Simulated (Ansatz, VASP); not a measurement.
**AlN in VASP and in Ansatz**

INCAR

```
PREC = Accurate ; ENCUT = 520
EDIFF = 1E-6 ; ISMEAR = -1
SIGMA = 0.05 ; LREAL = False
LASPH = True ; NELM = 60
ALGO = Normal ; ISIF = 2
LWAVE = False ; LCHARG = False
GGA = PS ; NBANDS = 11
```

Contents of KPOINTS:

```
regular mesh
0
Gamma
  11 11 11
```

File POSCAR:

```
AlN
1.0
    0.0000000000      2.0479920218      2.0479920218
    2.0479920218      0.0000000000      2.0479920218
    2.0479920218      2.0479920218      0.0000000000
Al N
1 1
Direct
    0.5000000000      0.5000000000      0.5000000000
    0.0000000000      0.0000000000      0.0000000000
```

File input.yaml:

```yaml
crystal:
  lattice:
    - [0.0, 2.0479920218, 2.0479920218]
    - [2.0479920218, 0.0, 2.0479920218]
    - [2.0479920218, 2.0479920218, 0.0]
  atoms:
    - { symbol: Al, position: [0.5, 0.5, 0.5] }
    - { symbol: "N", position: [0.0, 0.0, 0.0] }
kpoints:
  mp_grid: { grid: [11, 11, 11] }
scf:
  occupations: { method: fermi_dirac, width: 0.05 }
hamiltonian:
  xc: pbesol
  pseudopotentials: { kind: all_electron, lapw: { basis_error: 0.001 } }
output:
  forces: true
  stress: true
  eigenvalues: true
```

Change from the starting cell: volume scaled by 1.02.

Alike in both runs: task single point; functional PBEsol; k mesh 11 × 11 × 11; occupations fermi-dirac, width 0.05 eV; no spin polarisation.

```csv
,VASP,Ansatz
version,VASP 6.6.1,Ansatz 0.2.0
potentials or method,"VASP PAW PBE potentials, release 64 (Al, N)","all-electron LAPW, scalar-relativistic"
plane-wave cutoff (eV),520,see its input
```

VASP gave:

```
gap on the k mesh at the Fermi level (eV) : 4.32
least direct gap on the mesh (eV)         : 5.12
pressure (GPa)                            : -9.2
```

Which values does Ansatz return?

gap on the k mesh at the Fermi level (eV): 4.32; least direct gap on the mesh (eV): 5.12; pressure (GPa): -9.1.

Ansatz ran all-electron here, so the differences hold the error of VASP's frozen core and of both bases.

Caveats: an odd mesh through Γ misses points on the zone boundary, where band edges often lie; the PAW data sets were made with another functional, which shifts forces and pressure a little (VASP).
